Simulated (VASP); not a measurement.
# Tl (Im-3m) in VASP: single point with r2SCAN

Aim: the single point of Tl with r2SCAN.

All numbers are computed with VASP 6.6.1; they aren't measurements. Logs are shortened: lines on timing, memory, paths and dates and some standing lists are left out, and cuts for length are marked.

## Step 1: The structure

It takes space group Im-3m (No. 229, cubic). Conventional cell: a = 3.882 Å, b = 3.882 Å, c = 3.882 Å, α = 90.00°, β = 90.00°, γ = 90.00°. Tl (site symmetry m-3m) is surrounded by 8 Tl at 3.36 Å.

This isn't the form of Tl at room conditions, which is hcp.

## Step 2: Single point, r2SCAN

File POSCAR:

```
Tl
1.0
   -1.9410000000      1.9410000000      1.9410000000
    1.9410000000     -1.9410000000      1.9410000000
    1.9410000000      1.9410000000     -1.9410000000
Tl
1
Direct
    0.0000000000      0.0000000000      0.0000000000
```

File INCAR.step1:

```
SYSTEM = Tl
PREC = Accurate
ENCUT = 520
ISMEAR = 0
SIGMA = 0.1
LREAL = .FALSE.
LASPH = .TRUE.
NELM = 100
NBANDS = 12
GGA = PE
ALGO = Normal
EDIFF = 1E-4
LWAVE = .TRUE.
LCHARG = .FALSE.
```

File INCAR.step2:

```
SYSTEM = Tl
PREC = Accurate
ENCUT = 520
EDIFF = 1E-6
ISMEAR = 0
SIGMA = 0.1
LREAL = .FALSE.
LASPH = .TRUE.
NELM = 100
ALGO = Normal
ISIF = 2
LWAVE = .FALSE.
LCHARG = .FALSE.
METAGGA = R2SCAN
LMIXTAU = .TRUE.
NBANDS = 12
ISTART = 1
```

File KPOINTS:

```
Automatic mesh
0
G
  6 6 6
  0 0 0
```

Potentials or basis: VASP PAW PBE potentials, release 64 (Tl_d).

Started as:

```console
> cat potpaw_PBE.64/Tl_d/POTCAR > POTCAR
> cp INCAR.step1 INCAR
> mpirun -np 1 vasp_std > vasp.out
> cp INCAR.step2 INCAR
> mpirun -np 1 vasp_std > vasp.out
```

OUTCAR:

```text
SYSTEM = Tl
   PREC = Accurate
   ENCUT = 520
   EDIFF = 1E-6
   ISMEAR = 0
   LREAL = .FALSE.
   LASPH = .TRUE.
   NELM = 100
   ISIF = 2
   METAGGA = R2SCAN
   ISTART = 1

 ion  position               nearest neighbor table
   1  0.000  0.000  0.000-

  LATTYP: Found a body centered cubic cell.
 ALAT       =     3.8820000000

  Lattice vectors:

 A1 = (  -1.9410000000,   1.9410000000,   1.9410000000)
 A2 = (   1.9410000000,  -1.9410000000,   1.9410000000)
 A3 = (   1.9410000000,   1.9410000000,  -1.9410000000)

Analysis of symmetry for initial positions (statically):
=====================================================================
 Subroutine PRICEL returns:
 Original cell was already a primitive cell.

 Routine SETGRP: Setting up the symmetry group for a
 body centered cubic supercell.

 Subroutine GETGRP returns: Found 48 space group operations
 (whereof 48 operations were pure point group operations)
 out of a pool of 48 trial point group operations.

The static configuration has the point symmetry O_h .

Analysis of symmetry for dynamics (positions and initial velocities):
=====================================================================
 Subroutine PRICEL returns:
 Original cell was already a primitive cell.

 Routine SETGRP: Setting up the symmetry group for a
 body centered cubic supercell.

 Subroutine GETGRP returns: Found 48 space group operations
 (whereof 48 operations were pure point group operations)
 out of a pool of 48 trial point group operations.

The dynamic configuration has the point symmetry O_h .

 Subroutine INISYM returns: Found 48 space group operations
 (whereof 48 operations are pure point group operations),
 and found     1 'primitive' translations

----------------------------------------------------------------------------------------

                                     Primitive cell

  volume of cell :      29.2507

  direct lattice vectors                    reciprocal lattice vectors
    -1.941000000  1.941000000  1.941000000     0.000000000  0.257599176  0.257599176
     1.941000000 -1.941000000  1.941000000     0.257599176  0.000000000  0.257599176
     1.941000000  1.941000000 -1.941000000     0.257599176  0.257599176  0.000000000

  length of vectors
     3.361910617  3.361910617  3.361910617     0.364300248  0.364300248  0.364300248

  position of ions in fractional coordinates (direct lattice)
     0.000000000  0.000000000  0.000000000

  ion indices of the primitive-cell ions
   primitive index   ion index
[... 72 lines left out ...]
   POTIM  = 0.5000    time-step for ionic-motion
   TEBEG  =    0.0;   TEEND  =   0.0 temperature during run
   PSTRESS=    0.0 pullay stress
   NELECT =      13.0000    total number of electrons
   NUPDOWN=      -1.0000    fix difference up-down
   EMIN   =  10.00;   EMAX   =-10.00  energy-range for DOS
   EFERMI =   0.00;   METHOD = LEGACY
   ISMEAR =     0;   SIGMA  =   0.10  broadening in eV -4-tet -1-fermi 0-gaus
   EFERMI_NEDOS =   21; number of points for ismear=-14 and -15
   IALGO  =     38    algorithm
   IMIX   =      4    mixing-type and parameters
     AMIX     =   0.40;   BMIX     =  1.00
     AMIX_MAG =   1.60;   BMIX_MAG =  1.00
  volume/ion in A,a.u.               =      29.25       197.39
  Fermi-wavevector in a.u.,A,eV,Ry     =   1.249330  2.360891 21.236311  1.560825
  Thomas-Fermi vector in A             =   2.383375
   LORBIT       =      0    0 simple, 1 ext, 2 COOP (PROOUT), +10 PAW based schemes
   METAGGA = R2SCAN    functional components
   LHFCALC =     F    Hartree Fock is set to
   AEXX    =    0.0000 exact exchange contribution
   IVDW    =     0    specifies the selected vdW correction
   LEPSILON=     F    determine dielectric tensor
   LRPA    =     F    only Hartree local field effects (RPA)
 non-spin polarized calculation
 Gauss-broadening in eV      SIGMA  =   0.10
  energy-cutoff  :      520.00
  volume of cell :       29.25
 maximum number of plane-waves:       798
 NGX is ok and might be reduce to    28
   NGX = 13   NGY = 13   NGZ = 13

 number of electron      13.0000002 magnetization

 Free energy of the ion-electron system (eV)
  ---------------------------------------------------
  ext. energy  EPLUGINS =         0.00000000
  ---------------------------------------------------
  free energy    TOTEN  =       -53.15993736 eV

  energy without entropy =      -53.15315952  energy(sigma->0) =      -53.15654844

 E-fermi :   6.1451     XC(G=0): -10.7001

 val. band max:        6.1301719268   @ k =  -0.3333   0.5000   0.1667
 cond. band min:       6.2964847167   @ k =   0.5000   0.5000   0.3333
 fundamental gap:      0.1663127899
 Fermi energy:         6.1450552261

 k-point     1 :       0.0000    0.0000    0.0000
  band No.  band energies     occupation
      1      -5.9090      2.00000
      2      -5.9090      2.00000
      3      -5.9090      2.00000
      4      -5.4851      2.00000
      5      -5.4851      2.00000
      6      -3.9879      2.00000
      7      17.2034      0.00000
      8      17.2034      0.00000
      9      17.2034      0.00000
     10      19.3084      0.00000
     11      19.3084      0.00000
     12      19.3084      0.00000
[... 211 lines left out ...]
 k-point    16 :       0.5000    0.5000    0.5000
  band No.  band energies     occupation
      1      -6.1026      2.00000
      2      -6.1026      2.00000
      3      -5.2734      2.00000
      4      -5.2734      2.00000
      5      -5.2734      2.00000
      6       4.4547      2.00000
      7       7.7926      0.00000
      8       7.7926      0.00000
      9       7.7926      0.00000
     10      13.1829      0.00000
     11      13.1829      0.00000
     12      25.3657      0.00000

------------------------ aborting loop because EDIFF is reached ----------------------------------------

  FORCE on cell =-STRESS in cart. coord.  units (eV):
  Direction    XX          YY          ZZ          XY          YZ          ZX
  --------------------------------------------------------------------------------------
  -------------------------------------------------------------------------------------
  Total        0.1875054      0.1875054      0.1875054      0.0000000     -0.0000000     -0.0000000
  in kB       10.2704102     10.2704102     10.2704102      0.0000000     -0.0000000     -0.0000000
  external PRESSURE =      10.2704102 kB  Pullay stress =       0.0000000 kB

 VOLUME and BASIS-vectors are now :
 -----------------------------------------------------------------------------
  energy-cutoff  :      520.00
  volume of cell :       29.25
      direct lattice vectors                 reciprocal lattice vectors
    -1.941000000  1.941000000  1.941000000     0.000000000  0.257599176  0.257599176
     1.941000000 -1.941000000  1.941000000     0.257599176  0.000000000  0.257599176
     1.941000000  1.941000000 -1.941000000     0.257599176  0.257599176  0.000000000

 POSITION                                       TOTAL-FORCE (eV/Angst)
 -----------------------------------------------------------------------------------
      0.00000      0.00000      0.00000        -0.000000      0.000000     -0.000000
 -----------------------------------------------------------------------------------
    total drift:                               -0.000000     -0.000000     -0.000000

  FREE ENERGIE OF THE ION-ELECTRON SYSTEM (eV)
  ---------------------------------------------------
  free  energy   TOTEN  =       -53.1599373600 eV

  energy  without entropy=      -53.1531595166  energy(sigma->0) =      -53.15654844
```

Run time: 25 s. Hardware: 1 thread of Intel Xeon Platinum 8488C (Sapphire Rapids), shared host; peak memory 0.16 GiB.

What came out:

- Free energy: -53.1599 eV
- Pressure: 1.0 GPa
- Band gap on the k mesh: none (metal or under the smearing width)

Caveat: the k mesh is coarse (spacing up to 0.38 Å⁻¹), so the values aren't converged; the PAW data sets were made with another functional, which shifts forces and pressure a little.
